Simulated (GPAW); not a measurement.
# In (Im-3m) in GPAW: single point with PBEsol

Aim: the single point of In with PBEsol.

Program: GPAW 26.7.0. These are calculated values, not measurements. Logs are shortened: lines on timing, memory, paths and dates and some standing lists are left out, and cuts for length are marked. The log counts tension as positive stress, the text compression.

## (1) The crystal as given

The structure is cubic, space group Im-3m (No. 229). Conventional cell: a = 3.765 Å, b = 3.765 Å, c = 3.765 Å, α = 90.00°, β = 90.00°, γ = 90.00°. In (site symmetry m-3m) is surrounded by 8 In at 3.26 Å.

This isn't the form of In at room conditions, which is tetragonal.

## (2) Single point, PBEsol

File run.py:

```python
from ase import Atoms
from ase.dft.bandgap import bandgap
from ase.io import write
from ase.units import GPa
from gpaw import GPAW, PW, setup_paths

setup_paths.insert(0, '.')

atoms = Atoms(['In'],
              cell=[[-1.88252524, 1.88252524, 1.88252524],
                    [1.88252524, -1.88252524, 1.88252524],
                    [1.88252524, 1.88252524, -1.88252524]],
              scaled_positions=[[0.0, 0.0, 0.0]],
              pbc=True)

calc = GPAW(mode=PW(450),
            xc='PBEsol',
            kpts={'size': (8, 8, 8), 'gamma': True},
            occupations={'name': 'fermi-dirac', 'width': 0.05},
            nbands=14,
            maxiter=120,
            txt='gpaw.txt')
atoms.calc = calc
energy = atoms.get_potential_energy()
forces = atoms.get_forces()
stress = atoms.get_stress()
calc.write('gs.gpw')
write('result.traj', atoms)
print(f'Energy: {energy:.6f} eV')
print('Forces (eV/A):')
print(forces.round(4))
print('Stress (GPa):', (stress / GPa).round(3))
print('Fermi level:', round(calc.get_fermi_level(), 4), 'eV')
print(f'Gap: {bandgap(calc)[0]:.4f} eV, direct: {bandgap(calc, direct=True)[0]:.4f} eV')
```

Potentials or basis: PAW data sets generated in the run's folder for this functional, pw.

Command:

```
gpaw-setup -f PBEsol In
OMP_NUM_THREADS=1 python run.py
```

gpaw.txt:

```text
__  _  _
 | _ |_)|_||  |
 |__||  | ||/\| - 26.7.0

Input parameters:
  mode=PW(ecut=450.00000000000006),
  kpts=MonkhorstPack(size=(8, 8, 8), gamma=True),
  maxiter=120,
  nbands=14,
  occupations=Occupations(name='fermi-dirac', width=0.05),
  xc=XC(name='PBEsol')

Diagonalizing LCAO Hamiltonian
Converting LCAO to pw mode

       In

Atoms  # Å, Bohr magnetons
|   | symbol |        x |        y |        z |    initial magnetic moments |
|---|--------|----------|----------|----------|-----------------------------|
| 0 |     In | 0.000000 | 0.000000 | 0.000000 | ( 0.0000,  0.0000,  0.0000) |

Unit cell  # Å
| periodic |         x |         y |         z |  lengths |     angles |
|----------|-----------|-----------|-----------|----------|------------|
|      yes | -1.882525 |  1.882525 |  1.882525 | 3.260629 | 109.471221 |
|      yes |  1.882525 | -1.882525 |  1.882525 | 3.260629 | 109.471221 |
|      yes |  1.882525 |  1.882525 | -1.882525 | 3.260629 | 109.471221 |

Number of symmetries: 48
Symmetry operations  # r_c * U_cc + t_c -> r_c
|    | kind |            matrix            |
|----|------|------------------------------|
|  0 |  σ   |  1, 1, 1,  0, 0,-1,  0,-1, 0 |
|  1 |  C4  |  1, 1, 1,  0, 0,-1, -1, 0, 0 |
|  2 |  C2  |  1, 1, 1,  0,-1, 0,  0, 0,-1 |
|  3 |  S6  |  1, 1, 1,  0,-1, 0, -1, 0, 0 |
|  4 |  S6  |  1, 1, 1, -1, 0, 0,  0, 0,-1 |
|  5 |  C4  |  1, 1, 1, -1, 0, 0,  0,-1, 0 |
|  6 |  E   |  1, 0, 0,  0, 1, 0,  0, 0, 1 |
|  7 |  σ   |  1, 0, 0,  0, 1, 0, -1,-1,-1 |
|  8 |  σ   |  1, 0, 0,  0, 0, 1,  0, 1, 0 |
|  9 |  C3  |  1, 0, 0,  0, 0, 1, -1,-1,-1 |
| 10 |  C3  |  1, 0, 0, -1,-1,-1,  0, 1, 0 |
| 11 |  σ   |  1, 0, 0, -1,-1,-1,  0, 0, 1 |
| 12 |  σ   |  0, 1, 0,  1, 0, 0,  0, 0, 1 |
| 13 |  C2  |  0, 1, 0,  1, 0, 0, -1,-1,-1 |
| 14 |  C3  |  0, 1, 0,  0, 0, 1,  1, 0, 0 |
| 15 |  S4  |  0, 1, 0,  0, 0, 1, -1,-1,-1 |
| 16 |  S4  |  0, 1, 0, -1,-1,-1,  1, 0, 0 |
| 17 |  C3  |  0, 1, 0, -1,-1,-1,  0, 0, 1 |
| 18 |  C3  |  0, 0, 1,  1, 0, 0,  0, 1, 0 |
| 19 |  S4  |  0, 0, 1,  1, 0, 0, -1,-1,-1 |
| 20 |  σ   |  0, 0, 1,  0, 1, 0,  1, 0, 0 |
| 21 |  C3  |  0, 0, 1,  0, 1, 0, -1,-1,-1 |
| 22 |  C2  |  0, 0, 1, -1,-1,-1,  1, 0, 0 |
| 23 |  S4  |  0, 0, 1, -1,-1,-1,  0, 1, 0 |
| 24 |  C4  |  0, 0,-1,  1, 1, 1,  0,-1, 0 |
| 25 |  σ   |  0, 0,-1,  1, 1, 1, -1, 0, 0 |
| 26 |  S6  |  0, 0,-1,  0,-1, 0,  1, 1, 1 |
| 27 |  C2  |  0, 0,-1,  0,-1, 0, -1, 0, 0 |
| 28 |  C4  |  0, 0,-1, -1, 0, 0,  1, 1, 1 |
| 29 |  S6  |  0, 0,-1, -1, 0, 0,  0,-1, 0 |
| 30 |  S6  |  0,-1, 0,  1, 1, 1,  0, 0,-1 |
| 31 |  C4  |  0,-1, 0,  1, 1, 1, -1, 0, 0 |
| 32 |  C4  |  0,-1, 0,  0, 0,-1,  1, 1, 1 |
| 33 |  S6  |  0,-1, 0,  0, 0,-1, -1, 0, 0 |
| 34 |  σ   |  0,-1, 0, -1, 0, 0,  1, 1, 1 |
| 35 |  C2  |  0,-1, 0, -1, 0, 0,  0, 0,-1 |
| 36 |  C2  | -1, 0, 0,  1, 1, 1,  0, 0,-1 |
| 37 |  S6  | -1, 0, 0,  1, 1, 1,  0,-1, 0 |
| 38 |  S6  | -1, 0, 0,  0, 0,-1,  1, 1, 1 |
| 39 |  C2  | -1, 0, 0,  0, 0,-1,  0,-1, 0 |
| 40 |  C2  | -1, 0, 0,  0,-1, 0,  1, 1, 1 |
| 41 |  i   | -1, 0, 0,  0,-1, 0,  0, 0,-1 |
| 42 |  S4  | -1,-1,-1,  1, 0, 0,  0, 1, 0 |
| 43 |  C3  | -1,-1,-1,  1, 0, 0,  0, 0, 1 |
| 44 |  C3  | -1,-1,-1,  0, 1, 0,  1, 0, 0 |
| 45 |  σ   | -1,-1,-1,  0, 1, 0,  0, 0, 1 |
| 46 |  S4  | -1,-1,-1,  0, 0, 1,  1, 0, 0 |
| 47 |  C2  | -1,-1,-1,  0, 0, 1,  0, 1, 0 |

BZ-sampling:
  Number of BZ points: 512
  Number of IBZ points: 29

  Monkhorst-Pack size: [8, 8, 8]
  Monkhorst-Pack shift: [0.0625, 0.0625, 0.0625]

K-points  # in reciprocal-cell coordinates
|     |                                coordinates |     weight |
|-----|--------------------------------------------|------------|
|   0 | (  0.00000000,   0.00000000,   0.00000000) | 0.00195312 |
|   1 | (  0.12500000,   0.00000000,   0.00000000) | 0.02343750 |
|   2 | (  0.12500000,   0.12500000,  -0.12500000) | 0.01171875 |
|   3 | (  0.25000000,   0.00000000,  -0.12500000) | 0.04687500 |
|   4 | (  0.25000000,   0.00000000,   0.00000000) | 0.02343750 |
|   5 | (  0.25000000,   0.12500000,  -0.12500000) | 0.04687500 |
|   6 | (  0.25000000,   0.25000000,  -0.25000000) | 0.01171875 |
|   7 | (  0.25000000,   0.25000000,   0.25000000) | 0.00390625 |
|   8 | (  0.37500000,  -0.12500000,  -0.12500000) | 0.01562500 |
|   9 | (  0.37500000,   0.00000000,  -0.12500000) | 0.09375000 |
| ... |                                            |            |
|  28 | (  0.50000000,   0.50000000,   0.50000000) | 0.00195312 |

Plane wave coefficients: 603
Cutoff: 450.00000000000006 eV

Spin-components: 1 (collinear spins)
Bands:           14
Projectors:      6
Spin-degeneracy: 2
Datatype:        complex128

Parallelization:
  kpt:    1
  domain: 1
  band:   1

Density:
  Valence electrons: 13.0
  Components: 1
  Grid points: [16 16 16]
  Charge: 0.0  # |e|

Potential:
  Grid points: [16 16 16]

species:
  In:
    name:    Indium
    Z:       49.0
    valence: 13
    core:    36
    charge:  0.0  # [|e|]
    compensation charges:
      type: gauss
      rc: 0.36  # [Å]
      lmax: 2
    cutoffs:
      filter: 2.09  # [Å]
      core: 2.48  # [Å]
    projectors
    | kind |    occ | energy [eV] | rcut [Å] |
    |------|--------|-------------|----------|
    |   5s |  2.000 |      -8.248 |    1.185 |
    |   5p |  1.000 |      -2.521 |    1.244 |
    |   4d | 10.000 |     -18.596 |    1.148 |
    |    s |        |      18.964 |    1.185 |
    |    p |        |      24.691 |    1.244 |
    |    d |        |       8.615 |    1.148 |

    Using partial waves for In as LCAO basis

Reference energy: -159902.609223  # eV

eigensolver:
  PPCG
  Converge bands: occupied
  niter=2

density mixing:
  MSR1-Mixer
  Pratt-step length: 0.05
  Maximum mixing coefficient: 0.75
  Old densities: 10
  SVD Regularization: 0.005
  Good broyden scale: 1.0
  Trust region scale: 1.0
  Backstep threshold: 4.0
  History deletion threshold: 6.0
  Fourier metric: weight=20.0, sigma=0.015

occupation numbers:
  Fermi-Dirac:
    width: 0.0500  # eV

poisson solver:
  ecut: 3600.0000000000005  # eV

xc functional:
  name: PBEsol with 2 nearest neighbor stencil

convergence criteria:
- Maximum [total energy] change in last 3 cyles: 0.0005 eV / valence electron
- Maximum integral of absolute [dens]ity change: 0.0001 electrons / valence electron
- Maximum integral of absolute [eigenst]ate change: 4e-08 eV^2 / valence electron
maximum number of iterations: 120

SCF iterations
|iter     | |      energy | eigst |  dens |
|---------|-|-------------|-------|-------|
|iter:   1| |   -3.135852 | -0.76 |       |
|iter:   2| |   -3.131204 | -2.68 | -1.58 |
|iter:   3| |   -3.099904 | -2.78 | -1.61 |
|iter:   4| |   -3.098996 | -4.14 | -2.10 |
|iter:   5| |   -3.099060c| -4.71 | -2.72 |
|iter:   6| |   -3.099068c| -6.22 | -3.71 |
|iter:   7| |   -3.099069c| -7.05 | -4.26c|
|iter:   8| |   -3.099069c| -8.41c| -5.40c|

Converged in 8 steps
Energy contributions relative to reference atoms: (reference = -159902.609223)

Energy contributions:
  Kinetic:          10.469540
  Coulomb:          -9.701085
  Zero:              0.232722
  External:          0.000000
  Xc:               -4.095458
  Entropy:          -0.009576
  Spinorbit:         0.000000
  ----------------------------
  Free energy:      -3.103857
  Extrapolated:     -3.099069

dipole moment: (-6.377090, -6.377090, -6.377090)  # |e|*Ang

Fermi level: 6.715
Eigenvalues  # (at kpt = [0.000, 0.000, 0.000])
| band index |      eig [eV] | occ [0-2] |
|------------|---------------|-----------|
|          0 |        -7.881 |     2.000 |
|          1 |        -7.881 |     2.000 |
|          2 |        -7.881 |     2.000 |
|          3 |        -7.610 |     2.000 |
|          4 |        -7.610 |     2.000 |
|          5 |        -2.816 |     2.000 |
|          6 |        17.440 |     0.000 |
|          7 |        17.440 |     0.000 |
|          8 |        17.440 |     0.000 |
|          9 |        19.627 |     0.000 |
|         10 |        19.627 |     0.000 |
|         11 |        19.627 |     0.000 |
|         12 |        21.483 |     0.000 |
|         13 |        21.483 |     0.000 |

No gap
No difference between direct/indirect transitions

Forces  # eV/Ang
|       x |       y |        z |
|---------|---------|----------|
| 0.00000 | 0.00000 | -0.00000 |  # In   0

Stress tensor  # eV/Ang^3
|         x |         y |        z |
|-----------|-----------|----------|
|  0.022138 | -0.000000 | 0.000000 |
| -0.000000 |  0.022138 | 0.000000 |
|  0.000000 |  0.000000 | 0.022138 |

# Writing to gs.gpw (mode='')
```

It took 7.2 s on 1 thread of Arm Neoverse V1, shared host; peak memory 0.12 GiB.

Results:

| Item | Value |
| --- | --- |
| Free energy | -3.1039 eV |
| Pressure | -3.5 GPa |
| Band gap on the k mesh | none (metal or under the smearing width) |

Caveat: the cutoff is short for stress and forces, so pressures can be off by a GPa or more.
